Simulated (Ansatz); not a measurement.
# Electroresistance of Hf/SiC/HfN, part 2 of 6

Both polarities of the barrier in Hf/SiC/HfN, relaxed and compared. The lower electrode is Hf hcp(0001), the upper one HfN rock salt(111); the barrier is SiC wurtzite(0001) (whole bilayers). In the first transport cell, after relaxation, the nearest pair of electrode and barrier is Hf–C at 2.17 Å, along the normal, at the lower face and Hf–Si at 2.80 Å, along the normal, at the upper one. All share a net of side 3.2 Å, which strains the lower electrode by +0.0 %, the upper one by -0.1 % and the barrier by +3.6 %, against typed lattice constants near PBE's. The first steps treat the bulk electrodes alone.

Ansatz 0.2.0; PBE DFT, plane waves, PAW files (the session's first sound run).

So far: The starting structure; Layer spacing of the electrode, 2 atoms, electrode Hf hcp(0001); The strained electrode, 6 atoms, electrode HfN rock salt(111).

## Step 4: Relaxing the interfaces, polarity C face on the lower electrode

System of this step: Hf/SiC/HfN. The cell holds 16 atoms: 6 Hf, 4 C, 4 Si and 2 N. Its edges and angles: a = 3.200 Å, b = 3.200 Å, c = 40.994 Å, α = 90.0°, β = 90.0°, γ = 120.0°. Vacuum lies along c.

Tunnelling depends exponentially on distance, so the interfaces are relaxed first. A short slab in vacuum serves: only the barrier and the layers next to it are taken over, and later cells can add or drop layers in the barrier's middle. The dipole correction removes the field that unlike faces would set up across the vacuum.

input.yaml reads:

```yaml
crystal:
  lattice:
    - [3.2, 0.0, 0.0]
    - [-1.6, 2.7712812921, 0.0]
    - [0.0, 0.0, 40.9943936178]
  atoms:
    - { symbol: Hf, position: [0.33333333, 0.66666667, 0.195148636] }
    - { symbol: Hf, position: [0.0, 0.0, 0.2567424243] }
    - { symbol: Hf, position: [0.33333333, 0.66666667, 0.3183362125] }
    - { symbol: Hf, position: [0.0, 0.0, 0.3799300008] }
    - { symbol: C, position: [0.0, 0.0, 0.4423775643] }
    - { symbol: Si, position: [0.33333333, 0.66666667, 0.4572105732] }
    - { symbol: C, position: [0.33333333, 0.66666667, 0.5026743483] }
    - { symbol: Si, position: [0.0, 0.0, 0.5175073572] }
    - { symbol: C, position: [0.0, 0.0, 0.5629711323] }
    - { symbol: Si, position: [0.33333333, 0.66666667, 0.5778041412] }
    - { symbol: C, position: [0.33333333, 0.66666667, 0.6232679163] }
    - { symbol: Si, position: [0.0, 0.0, 0.6381009252] }
    - { symbol: Hf, position: [0.0, 0.0, 0.7090862416] }
    - { symbol: "N", position: [0.33333333, 0.66666667, 0.741007949] }
    - { symbol: Hf, position: [0.66666667, 0.33333333, 0.7729296565] }
    - { symbol: "N", position: [0.0, 0.0, 0.804851364] }
kpoints:
  mp_grid: { grid: [8, 8, 1] }
scf:
  occupations: { method: fermi_dirac, width: 0.1 }
  max_iter: 150
hamiltonian:
  xc: pbe
efield:
  axis: 3
  dipole_correction: true
relax:
  f_tol: 0.04
  max_steps: 90
output:
  forces: true
```

Launch:

```console
$ ansatz run input.yaml --threads 4 --pin off --max-ram 10240MiB --backend cpu --events-out ev --progress --plain --runs-dir out
```

Numbers of over 12 decimals in the logs are rounded to 6 here.

The log of the run:

```text
[...]
Crystal: 16 atoms, lattice volume = 363.542 Å³
Basis set: ecut = 420 eV, 7193 PW (Γ), exchange–correlation on 48×48×576 points (8 copies of the dense FFT grid, shifted against one another)
Bands: 119, of which v1, the nominal top of the filled ones, is band 99 counted from 1 (98 counted from 0)
Symmetry: 6 space group operations
[...]
k-points: 10 of 64 (time reversal used)
[...]
SCF iter   1: F=—  HF=-98644.180439 eV  |F-HF|=—  |Δ(HF+E_count)|=         —  Δρ=1.33e-2  dr2=5.84e1  ethr=1.77e-3  p=-0.184 e·Å  D=-9.16e-2 V/Å  ΔV_dip=3.76 eV  dr2_dipole=4.73e1  V_vac-E_F(+/−)=8.05/4.32 eV  ⟨swp⟩=7.1  Hψ=5001  notcnv=0  defer=16
efield: sawtooth ramp at fractional position 0.9500 (placed from the atoms, in the widest stretch of the axis that holds none; the zero of the levels goes with the place), width 0.1000; the density the first Hamiltonian is built on has a dipole p = -0.184 e·Å; the dipole correction subtracts the counter field D = -9.16e-2 V/Å, which shifts the + side's vacuum level by +3.76 eV against the − side's; the planar-averaged density in the ramp window peaks in size at 2.0e-4 e/Å³
[...]
SCF iter   2: F=—  HF=-98643.878351 eV  |F-HF|=—  |Δ(HF+E_count)|=   3.02e-1  Δρ=7.94e-3  dr2=6.29e-1  ethr=1.77e-3  p=-0.176 e·Å  D=-8.78e-2 V/Å  ΔV_dip=3.60 eV  dr2_dipole=6.52e-1  V_vac-E_F(+/−)=7.91/4.31 eV  ⟨swp⟩=2.7  Hψ=1555  notcnv=0  defer=38
[...]
SCF iter   8: F=-98643.852577 eV  HF=-98643.852590 eV  |F-HF|=1.34e-5  |Δ(HF+E_count)|=   1.32e-5  Δρ=2.31e-5  dr2=1.17e-5  ethr=2.02e-8  p=-0.183 e·Å  D=-9.12e-2 V/Å  ΔV_dip=3.74 eV  dr2_dipole=4.18e-6  V_vac-E_F(+/−)=8.08/4.34 eV  ⟨swp⟩=5.5  Hψ=4748  notcnv=0
WARN: efield: at this solve's end the planar-averaged density reaches 2.67e-5 e/Å³ inside the ramp window [0.9256, 0.0744] (bound 1e-5 e/Å³); the window's nearer edge stands 4.95 Å from this solve's nearest atom along the axis. Its work functions, free energy, forces, stress, dipole, levels and responses can be off, and this figure does not tell by how much. A short vacuum, a low `basis.ecutwfc` or `basis.ecutrho_ratio` and negative occupations (`scf.occupations.method`) can put density there. See the manual's quickstart, § The vacuum guard
SCF 1 converged in 8 iterations: F = -98643.852577 eV  dr2 = 1.17e-5
[...]
relax step   1: F+E_penalty+E_count = -98643.85257668 eV  Δ(F+E_penalty+E_count) = +0.000e0 eV  max|allowed force component| = 6.026e0 eV/Å  Δτ_max = 0.0000 Å  (8 SCF iters, dr2 threshold 4.00e-5 eV, accepted)
[...]
SCF iter   1: F=—  HF=-98646.138055 eV  |F-HF|=—  |Δ(HF+E_count)|=         —  Δρ=1.96e-2  dr2=3.25e0  ethr=1.64e-3  p=-0.183 e·Å  D=-9.12e-2 V/Å  ΔV_dip=3.74 eV  dr2_dipole=2.14e-1  V_vac-E_F(+/−)=8.06/4.32 eV  ⟨swp⟩=1.0  Hψ=5222  notcnv=0  defer=23
efield: sawtooth ramp at fractional position 0.9500 (handed on by an earlier solve), width 0.1000; the density the first Hamiltonian is built on has a dipole p = -0.183 e·Å; the dipole correction subtracts the counter field D = -9.12e-2 V/Å, which shifts the + side's vacuum level by +3.74 eV against the − side's; the planar-averaged density in the ramp window peaks in size at 2.4e-5 e/Å³
[...]
SCF iter   2: F=—  HF=-98645.802466 eV  |F-HF|=—  |Δ(HF+E_count)|=   3.36e-1  Δρ=1.00e-2  dr2=6.16e-1  ethr=1.64e-3  p=-0.109 e·Å  D=-5.43e-2 V/Å  ΔV_dip=2.23 eV  dr2_dipole=1.74e-2  V_vac-E_F(+/−)=6.53/4.30 eV  ⟨swp⟩=3.2  Hψ=2323  notcnv=0  defer=23
[...]
SCF iter   9: F=-98645.710674 eV  HF=-98645.710674 eV  |F-HF|=3.55e-8  |Δ(HF+E_count)|=   2.07e-6  Δρ=4.65e-5  dr2=1.25e-5  ethr=5.05e-8  p=-0.143 e·Å  D=-7.13e-2 V/Å  ΔV_dip=2.92 eV  dr2_dipole=2.73e-6  V_vac-E_F(+/−)=7.24/4.32 eV  ⟨swp⟩=3.8  Hψ=5020  notcnv=0
[...]
SCF 2 converged in 9 iterations: F = -98645.710674 eV  dr2 = 1.25e-5
[...]
relax step   2: F+E_penalty+E_count = -98645.71067361 eV  Δ(F+E_penalty+E_count) = -1.858e0 eV  max|allowed force component| = 2.109e0 eV/Å  Δτ_max = 0.1924 Å  (9 SCF iters, dr2 threshold 1.00e-4 eV, accepted)
SCF iter   1: F=—  HF=-98646.679342 eV  |F-HF|=—  |Δ(HF+E_count)|=         —  Δρ=1.76e-2  dr2=8.22e0  ethr=3.10e-3  p=-0.143 e·Å  D=-7.13e-2 V/Å  ΔV_dip=2.92 eV  dr2_dipole=1.80e0  V_vac-E_F(+/−)=7.19/4.26 eV  ⟨swp⟩=5.1  Hψ=3381  notcnv=0  defer=29
[...]
SCF iter   8: F=-98646.082508 eV  HF=-98646.082525 eV  |F-HF|=1.69e-5  |Δ(HF+E_count)|=   2.20e-6  Δρ=5.87e-5  dr2=3.05e-5  ethr=5.05e-8  p=-0.043 e·Å  D=-2.14e-2 V/Å  ΔV_dip=0.88 eV  dr2_dipole=3.99e-6  V_vac-E_F(+/−)=5.18/4.30 eV  ⟨swp⟩=3.9  Hψ=5544  notcnv=0
[...]
SCF 3 converged in 8 iterations: F = -98646.082508 eV  dr2 = 3.05e-5
relax step   3: F+E_penalty+E_count = -98646.08250771 eV  Δ(F+E_penalty+E_count) = -3.718e-1 eV  max|allowed force component| = 1.914e0 eV/Å  Δτ_max = 0.1946 Å  (8 SCF iters, dr2 threshold 1.00e-4 eV, accepted)
[...]
relax step   4: F+E_penalty+E_count = -98646.20407572 eV  Δ(F+E_penalty+E_count) = -1.216e-1 eV  max|allowed force component| = 1.284e0 eV/Å  Δτ_max = 0.1916 Å  (6 SCF iters, dr2 threshold 1.00e-4 eV, accepted)
[...]
relax step   5: F+E_penalty+E_count = -98646.21950806 eV  Δ(F+E_penalty+E_count) = -1.543e-2 eV  max|allowed force component| = 9.668e-1 eV/Å  Δτ_max = 0.1407 Å  (8 SCF iters, dr2 threshold 1.00e-4 eV, accepted)
[...]
relax step   6: F+E_penalty+E_count = -98646.27222730 eV  Δ(F+E_penalty+E_count) = -5.272e-2 eV  max|allowed force component| = 6.571e-2 eV/Å  Δτ_max = 0.0946 Å  (7 SCF iters, dr2 threshold 1.00e-4 eV, accepted)
SCF iter   1: F=—  HF=-98646.274659 eV  |F-HF|=—  |Δ(HF+E_count)|=         —  Δρ=1.23e-3  dr2=8.92e-2  ethr=7.67e-4  p=-0.066 e·Å  D=-3.27e-2 V/Å  ΔV_dip=1.34 eV  dr2_dipole=7.92e-2  V_vac-E_F(+/−)=5.65/4.31 eV  ⟨swp⟩=2.5  Hψ=1647  notcnv=0  defer=24
[...]
SCF iter   7: F=-98646.272995 eV  HF=-98646.272995 eV  |F-HF|=1.31e-7  |Δ(HF+E_count)|=   4.68e-7  Δρ=3.64e-6  dr2=5.14e-8  ethr=5.05e-11  p=-0.067 e·Å  D=-3.32e-2 V/Å  ΔV_dip=1.36 eV  dr2_dipole=7.11e-9  V_vac-E_F(+/−)=5.67/4.31 eV  ⟨swp⟩=4.9  Hψ=5558  notcnv=0
[...]
SCF 7 converged in 7 iterations: F = -98646.272995 eV  dr2 = 5.14e-8
relax step   7: F+E_penalty+E_count = -98646.27299472 eV  Δ(F+E_penalty+E_count) = -7.674e-4 eV  max|allowed force component| = 1.790e-2 eV/Å  Δτ_max = 0.0205 Å  (7 SCF iters, accepted)
SCF converged after 7 iterations
Free energy (F): -98646.272995 eV
[...]
Internal energy: -98646.009003 eV  (E = F + TS)
E sigma→0 (E₀):  -98646.140999 eV
Entropy (-TS):   -0.263992 eV (-16.499 meV/atom)
Fermi energy:    8.212396 eV
Dipole field:    D = -0.033249 V/Å  (p = -0.066800 e·Å, saw-weighted, corrected)
Work function:   Φ+ = 5.6735 eV   Φ− = 4.3103 eV
Levels:          The Fermi level and band energies are counted from a zero that moves with the ramp; work functions are not
Vacuum region:   at the solve's end the planar-averaged density reaches 1.33e-5 e/Å³ inside the ramp window [0.9256, 0.0744] (bound 1e-5 e/Å³)
[...]
--- Forces (eV/Å), atoms counted from 1 ---
  atom   1  Hf     0.00000000     0.00000000    -0.00053529
  atom   2  Hf     0.00000000    -0.00000000    -0.00079526
  atom   3  Hf     0.00000000     0.00000000    -0.00020993
  atom   4  Hf     0.00000000    -0.00000000    -0.00085561
  atom   5  C      0.00000000    -0.00000000    -0.00207540
  atom   6  Si     0.00000000     0.00000000    -0.00006922
  atom   7  C      0.00000000     0.00000000     0.00241757
  atom   8  Si     0.00000000    -0.00000000    -0.00147579
  atom   9  C      0.00000000    -0.00000000     0.01537190
  atom  10  Si     0.00000000     0.00000000    -0.01790599
  atom  11  C      0.00000000     0.00000000    -0.00971227
  atom  12  Si     0.00000000    -0.00000000     0.01182875
  atom  13  Hf    -0.00000000    -0.00000000     0.01346476
  atom  14  N      0.00000000     0.00000000    -0.01506061
  atom  15  Hf     0.00000000    -0.00000000     0.00766695
  atom  16  N      0.00000000     0.00000000    -0.00211979
  max |Σ_I F_I| component: 6.52e-5 eV/Å
--- Relaxed structure (7 steps of the walk, 7 accepted, 0 SCFs on fresh bases) ---
  F+E_penalty+E_count = -98646.27299472 eV   max|allowed force component| = 1.790e-2 eV/Å
  atoms:
    - { symbol: Hf, position: [0.333333, 0.666667, 0.202686] }
    - { symbol: Hf, position: [4.650181676364593e-17, -3.3537987271149945e-17, 0.261115] }
    - { symbol: Hf, position: [0.333333, 0.666667, 0.324159] }
    - { symbol: Hf, position: [5.1019614624017253e-17, -3.3537987271149964e-17, 0.387054] }
    - { symbol: C, position: [3.531187248417532e-17, -3.3537987271149976e-17, 0.439937] }
    - { symbol: Si, position: [0.333333, 0.666667, 0.453984] }
    - { symbol: C, position: [0.333333, 0.666667, 0.500794] }
    - { symbol: Si, position: [3.63718770708437e-17, -3.3537987271149964e-17, 0.515712] }
    - { symbol: C, position: [3.8027922725260455e-17, -3.353798727115002e-17, 0.562184] }
    - { symbol: Si, position: [0.333333, 0.666667, 0.577374] }
    - { symbol: C, position: [0.333333, 0.666667, 0.623814] }
    - { symbol: Si, position: [4.154509817594994e-17, -3.353798727115002e-17, 0.639456] }
    - { symbol: Hf, position: [3.698927362569696e-17, -3.353798727114764e-17, 0.707667] }
    - { symbol: N, position: [0.333333, 0.666667, 0.733698] }
    - { symbol: Hf, position: [0.666667, 0.333333, 0.775388] }
    - { symbol: N, position: [2.3017981331898207e-17, -3.353798727114954e-17, 0.794925] }
```

It took 48 s on 4 threads of Intel Xeon Platinum 8488C (Sapphire Rapids), shared host; peak memory 1.3 GiB.

Step by step:

| step | energy less that of the first step (eV) | largest force component (eV/Å) |
| --- | --- | --- |
| 1 | 0.0000 | 6.0260 |
| 2 | -1.8581 | 2.1091 |
| 3 | -2.2299 | 1.9144 |
| 4 | -2.3515 | 1.2844 |
| 5 | -2.3669 | 0.9668 |
| 6 | -2.4196 | 0.0657 |
| 7 | -2.4204 | 0.0179 |

Forces are held to the 6 operations that the run works with; a distortion that breaks them can't arise in this run.

The atoms that moved most (Å):

| atom | dx | dy | dz | length |
| --- | --- | --- | --- | --- |
| N16 | 0.000 | 0.000 | -0.407 | 0.407 |
| Hf1 | 0.000 | 0.000 | 0.309 | 0.309 |
| N14 | 0.000 | 0.000 | -0.300 | 0.300 |
| Hf4 | 0.000 | 0.000 | 0.292 | 0.292 |
| Hf3 | 0.000 | 0.000 | 0.239 | 0.239 |
| Hf2 | 0.000 | 0.000 | 0.179 | 0.179 |
| Si6 | 0.000 | 0.000 | -0.132 | 0.132 |
| Hf15 | 0.000 | 0.000 | 0.101 | 0.101 |

Final coordinates:

```cif
data_structure
_symmetry_space_group_name_H-M 'P 1'
_symmetry_Int_Tables_number 1
_cell_length_a 3.2000
_cell_length_b 3.2000
_cell_length_c 40.9944
_cell_angle_alpha 90.000
_cell_angle_beta 90.000
_cell_angle_gamma 120.000
_cell_volume 363.54
loop_
_atom_site_label
_atom_site_type_symbol
_atom_site_fract_x
_atom_site_fract_y
_atom_site_fract_z
_atom_site_occupancy
Hf1 Hf 0.33333 0.66667 0.20269 1
Hf2 Hf 0.00000 0.00000 0.26112 1
Hf3 Hf 0.33333 0.66667 0.32416 1
Hf4 Hf 0.00000 0.00000 0.38705 1
C5 C 0.00000 0.00000 0.43994 1
Si6 Si 0.33333 0.66667 0.45398 1
C7 C 0.33333 0.66667 0.50079 1
Si8 Si 0.00000 0.00000 0.51571 1
C9 C 0.00000 0.00000 0.56218 1
Si10 Si 0.33333 0.66667 0.57737 1
C11 C 0.33333 0.66667 0.62381 1
Si12 Si 0.00000 0.00000 0.63946 1
Hf13 Hf 0.00000 0.00000 0.70767 1
N14 N 0.33333 0.66667 0.73370 1
Hf15 Hf 0.66667 0.33333 0.77539 1
N16 N 0.00000 0.00000 0.79492 1
```

This step gave:

- free energy: -98646.2730 eV
- Fermi energy: 8.212 eV

The largest force component on a free atom ends at 0.018 eV/Å. At one or more of this run's solves the program warned of density in the dipole ramp over its bound, where dipole, forces and levels can be off.

(Continued in part 3 of 6.)

[Logs are printed without paths, hosts, clocks, repeated set-up lines and the standing remarks that a program may print on its own settings, such as how far it seeks lower states.]

[Hosts, paths, dates, database ids (printed as entryN), source tags and the programs' standing remarks are cut or masked in the printed files.]
